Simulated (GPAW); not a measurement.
Crystal: YN.

```
Y N
1.0
     0.00000    2.43850    2.43850
     2.43850    0.00000    2.43850
     2.43850    2.43850    0.00000
Y N
1 1
Direct
  0.00000 0.00000 0.00000
  0.50000 0.50000 0.50000
```

Program: GPAW 26.7.0. Alike in all runs: no spin polarisation; cell as given.

Order these runs on this cell by their band gap on the k mesh, lowest first.
A. level r2SCAN; potentials or basis GPAW PAW data sets (gpaw-data 1.2.1), pw; k mesh 9 × 9 × 9; cutoff (eV) 800; smearing fermi-dirac 0.05 eV; band path GXWKGLUWLK,UX; band points 100; mesh quality not flagged
B. level BP86; potentials or basis PAW data sets generated in the run's folder for this functional, pw; k mesh 5 × 5 × 5; cutoff (eV) 680; smearing fermi-dirac 0.01 eV; mesh quality coarse
C. level TB-mBJ; potentials or basis GPAW PAW data sets for LDA (gpaw-data 1.2.1), pw; k mesh 10 × 10 × 10; cutoff (eV) 800; smearing fermi-dirac 0.05 eV; mesh quality not flagged
D. level PBEsol; potentials or basis PAW data sets generated in the run's folder for this functional, pw; k mesh 9 × 9 × 9; cutoff (eV) 800; smearing fermi-dirac 0.05 eV; band path GXWKGLUWLK,UX; band points 100; mesh quality not flagged

D (0.17 eV), B (0.39 eV), A (0.64 eV), C (1.07 eV).

Caveats: some runs use coarse meshes; a model potential gives levels but no total energy (some runs); an odd mesh through Γ misses points on the zone boundary, where band edges often lie (some runs).

A k mesh can miss the band edges, odd and even meshes differently.

Runs at the PBE level aren't shown here.
